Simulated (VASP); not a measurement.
# CoSi (P2_13) in VASP: notebook, part 2 of 2

VASP 6.6.1. Earlier steps stand in the parts before.

## (4) Atomic charges, LDA, collinear spin, ferromagnetic start

The input, INCAR:

```
SYSTEM = CoSi
ALGO = Normal ; EDIFF = 1E-6
ENCUT = 520 ; ISIF = 2
ISMEAR = 0 ; ISPIN = 2
LASPH = .True. ; LCHARG = .False.
LMAXMIX = 4 ; LORBIT = 11
LREAL = .False. ; LWAVE = .False.
MAGMOM = 2 2 2 2 0 0 0 0 ; NELM = 150
PREC = Accurate ; SIGMA = 0.02
```

The input, KPOINTS:

```
k-points
0
Gamma
  5 5 5
  0 0 0
```

The input, POSCAR:

```
CoSi
1.0
    4.4380000000      0.0000000000      0.0000000000
    0.0000000000      4.4380000000      0.0000000000
    0.0000000000      0.0000000000      4.4380000000
Co Si
4 4
Direct
    0.8600000000      0.6400000000      0.3600000000
    0.6400000000      0.3600000000      0.8600000000
    0.3600000000      0.8600000000      0.6400000000
    0.1400000000      0.1400000000      0.1400000000
    0.1570000000      0.3430000000      0.6570000000
    0.3430000000      0.6570000000      0.1570000000
    0.6570000000      0.1570000000      0.3430000000
    0.8430000000      0.8430000000      0.8430000000
```

Potentials or basis: VASP PAW LDA potentials, release 64 (Co, Si).

Launch:

```sh
> cat potpaw_LDA.64/Co/POTCAR potpaw_LDA.64/Si/POTCAR > POTCAR
> mpirun -np 1 vasp_std > vasp.out
```

Run time: 72 s. Hardware: 1 thread of Intel Xeon Platinum 8488C (Sapphire Rapids), shared host; peak memory 0.21 GiB.

It converged, with:

| Item | Value |
| --- | --- |
| Free energy | -62.4207 eV |
| Pressure | -12.4 GPa |
| Largest force | 0.164 eV/Å |
| Band gap on the k mesh | none (metal or under the smearing width) |
| Net moment | 0.00 μB per cell |
| Valence electrons inside the program's atomic spheres | Co 8.64; Si 1.62 |

Forces in eV/Å, atoms in the order of the input:
```
Co  -0.095  0.095 -0.095
Co   0.095 -0.095 -0.095
Co  -0.095 -0.095  0.095
Co   0.095  0.095  0.095
Si   0.067 -0.067  0.067
Si  -0.067  0.067  0.067
Si   0.067  0.067 -0.067
Si  -0.067 -0.067 -0.067
```

Levels at points of the mesh, in eV from the Fermi level:
Spin up:
```
           k point  band 23  band 24  band 25  band 26  band 27  band 28  band 29  band 30
(0.00, 0.00, 0.00)    -0.77    -0.77    -0.01    -0.01    -0.01     2.48     2.48     2.48
```
Spin down:
```csv
k point,band 24,band 25,band 26,band 27,band 28,band 29
"(0.00, 0.00, 0.00)",-0.77,-0.01,-0.01,-0.01,2.48,2.48
```

Caveat: the starting moments collapsed, and a magnetic state may lie lower.

## (5) Electron localisation function, LDA, collinear spin, ferromagnetic start

The input, INCAR:

```
ALGO = Fast ; EDIFF = 1E-6
ENCUT = 520 ; GGA = CA
ISIF = 2 ; ISMEAR = 0
ISPIN = 2 ; LASPH = True
LCHARG = True ; LELF = True
LMAXMIX = 4 ; LORBIT = 11
LREAL = False ; LWAVE = False
MAGMOM = 2 2 2 2 0 0 0 0 ; NELM = 100
PREC = Accurate ; SIGMA = 0.02
```

The input, KPOINTS:

```
k-points
0
Gamma
  5 5 5
```

POSCAR is that of step 4.

Potentials or basis: VASP PAW LDA potentials, release 64 (Co, Si).

Launch:

```sh
> cat potpaw_LDA.64/Co/POTCAR potpaw_LDA.64/Si/POTCAR > POTCAR
> mpirun -np 1 vasp_std > vasp.out
```

OUTCAR:

```text
EDIFF = 1E-6
   ENCUT = 520
   GGA = CA
   ISIF = 2
   ISMEAR = 0
   ISPIN = 2
   LASPH = True
   LORBIT = 11
   LREAL = False
   NELM = 100
   PREC = Accurate

 ion  position               nearest neighbor table
   1  0.860  0.640  0.360-   5 2.28   6 2.33   7 2.33   8 2.33   7 2.47   8 2.47   6 2.47   2 2.72
                             2 2.72   4 2.72   4 2.72   3 2.72   3 2.72
   2  0.640  0.360  0.860-   6 2.28   5 2.33   7 2.33   8 2.33   5 2.47   7 2.47   8 2.47   1 2.72
                             1 2.72   3 2.72   3 2.72   4 2.72   4 2.72
   3  0.360  0.860  0.640-   7 2.28   6 2.33   5 2.33   8 2.33   6 2.47   5 2.47   8 2.47   4 2.72
[... 1087 lines left out ...]
      0.62132      0.62132      0.62132         0.094960      0.094960      0.094960
      0.69677      1.52223      2.91577         0.067451     -0.067451      0.067451
      1.52223      2.91577      0.69677        -0.067451      0.067451      0.067451
      2.91577      0.69677      1.52223         0.067451      0.067451     -0.067451
      3.74123      3.74123      3.74123        -0.067451     -0.067451     -0.067451
 -----------------------------------------------------------------------------------
    total drift:                               -0.000000     -0.000000      0.000000

  FREE ENERGIE OF THE ION-ELECTRON SYSTEM (eV)
  ---------------------------------------------------
  free  energy   TOTEN  =       -62.4207328392 eV

  energy  without entropy=      -62.4204858902  energy(sigma->0) =      -62.42060936

 total charge

# of ion       s       p       d       tot
------------------------------------------
    1        0.436   0.614   7.588   8.637
    2        0.436   0.614   7.588   8.637
    3        0.436   0.614   7.588   8.637
    4        0.436   0.614   7.588   8.637
    5        0.734   0.886   0.000   1.620
    6        0.734   0.886   0.000   1.620
    7        0.734   0.886   0.000   1.620
    8        0.734   0.886   0.000   1.620
--------------------------------------------------
tot          4.681   5.999  30.351  41.030

 magnetization (x)

# of ion       s       p       d       tot
------------------------------------------
    1       -0.000   0.000  -0.000  -0.000
    2       -0.000   0.000  -0.000  -0.000
    3       -0.000   0.000  -0.000  -0.000
    4       -0.000   0.000  -0.000  -0.000
    5       -0.000  -0.000   0.000  -0.000
    6       -0.000  -0.000   0.000  -0.000
    7       -0.000  -0.000   0.000  -0.000
    8       -0.000  -0.000   0.000  -0.000
--------------------------------------------------
tot         -0.000  -0.000  -0.000  -0.000
```

It took 61 s on 1 thread of Intel Xeon Platinum 8488C (Sapphire Rapids), shared host; peak memory 0.2 GiB.

What came out:

| Quantity | Value |
| --- | --- |
| Free energy | -62.4207 eV |
| Pressure | -12.4 GPa |
| Largest force | 0.164 eV/Å |
| Band gap on the k mesh | none (metal or under the smearing width) |
| Net moment | 0.00 μB per cell |
| Valence electrons inside the program's atomic spheres | Co 8.64; Si 1.62 |

Forces in eV/Å, atoms in the order of the input:
```
Co  -0.095  0.095 -0.095
Co   0.095 -0.095 -0.095
Co  -0.095 -0.095  0.095
Co   0.095  0.095  0.095
Si   0.067 -0.067  0.067
Si  -0.067  0.067  0.067
Si   0.067  0.067 -0.067
Si  -0.067 -0.067 -0.067
```

Levels at points of the mesh, in eV from the Fermi level:
Spin up:
| k point | band 24 | band 25 | band 26 | band 27 | band 28 | band 29 |
| --- | --- | --- | --- | --- | --- | --- |
| (0.00, 0.00, 0.00) | -0.77 | -0.01 | -0.01 | -0.01 | 2.48 | 2.48 |
Spin down:
```
           k point  band 23  band 24  band 25  band 26  band 27  band 28  band 29  band 30
(0.00, 0.00, 0.00)    -0.77    -0.77    -0.01    -0.01    -0.01     2.48     2.48     2.48
```

Caveat: the starting moments collapsed, and a magnetic state may lie lower.

## (6) Single point, PBE, collinear spin, ferromagnetic start

The input, INCAR:

```
SYSTEM = CoSi
PREC = Accurate
ENCUT = 520
EDIFF = 1E-7
ISMEAR = 0
SIGMA = 0.012
LREAL = .FALSE.
LASPH = .TRUE.
NELM = 150
ALGO = Normal
ISIF = 2
LWAVE = .FALSE.
LCHARG = .FALSE.
ISPIN = 2
MAGMOM = 2 2 2 2 0 0 0 0
LORBIT = 11
LMAXMIX = 4
GGA = PE
NBANDS = 40
```

The input, KPOINTS:

```
Automatic mesh
0
G
  6 6 6
  0 0 0
```

POSCAR is that of step 5.

Potentials or basis: VASP PAW PBE potentials, release 64 (Co, Si).

Launch:

```sh
> cat potpaw_PBE.64/Co/POTCAR potpaw_PBE.64/Si/POTCAR > POTCAR
> mpirun -np 1 vasp_std > vasp.out
```

It took 2.7 min on 1 thread of Intel Xeon Platinum 8375C at 2.90GHz (Ice Lake), shared host; peak memory 0.31 GiB.

Results (log left out):

```
Free energy                                           : -54.7256 eV
Pressure                                              : -0.4 GPa
Largest force                                         : 0.272 eV/Å
Band gap on the k mesh                                : none (metal or under the smearing width)
Net moment                                            : 0.00 μB per cell
Valence electrons inside the program's atomic spheres : Co 8.61; Si 1.61
```

Forces on the atoms (eV/Å):
```
Co  -0.157  0.157 -0.157
Co   0.157 -0.157 -0.157
Co  -0.157 -0.157  0.157
Co   0.157  0.157  0.157
Si   0.019 -0.019  0.019
Si  -0.019  0.019  0.019
Si   0.019  0.019 -0.019
Si  -0.019 -0.019 -0.019
```

Levels at points of the mesh, in eV from the Fermi level:
Spin up:
```csv
k point,band 24,band 25,band 26,band 27,band 28,band 29
"(0.00, 0.00, 0.00)",-0.76,0.01,0.01,0.01,2.48,2.48
"(0.50, 0.00, 0.00)",-0.65,-0.45,-0.45,1.01,1.01,1.47
"(0.50, 0.50, 0.00)",-0.99,-0.01,-0.01,0.58,0.58,2.00
"(0.50, 0.50, 0.50)",-1.20,-0.19,-0.19,-0.19,-0.19,5.35
```
Spin down:
```csv
k point,band 24,band 25,band 26,band 27,band 28,band 29
"(0.00, 0.00, 0.00)",-0.76,0.01,0.01,0.01,2.48,2.48
"(0.50, 0.00, 0.00)",-0.65,-0.45,-0.45,1.01,1.01,1.47
"(0.50, 0.50, 0.00)",-0.99,-0.01,-0.01,0.58,0.58,2.00
"(0.50, 0.50, 0.50)",-1.20,-0.19,-0.19,-0.19,-0.19,5.35
```

Caveat: the starting moments collapsed, and a magnetic state may lie lower.

## (7) The reference run

An earlier run on the cell as given: functional PBE; potentials or basis VASP PAW PBE potentials, release 64 (Co, Si); cutoff 520 eV; k mesh 6 × 6 × 6; occupations fermi-dirac, width 0.05 eV; collinear spin, ferromagnetic start; starting moments [2.0, 2.0, 2.0, 2.0, 0.0, 0.0, 0.0, 0.0] μB.

* Pressure: -0.4 GPa
* Largest force: 0.270 eV/Å
* Band gap on the k mesh: none (metal or under the smearing width)
* Net moment: 0.00 μB per cell
* Valence electrons inside the program's atomic spheres: Co 8.61; Si 1.61
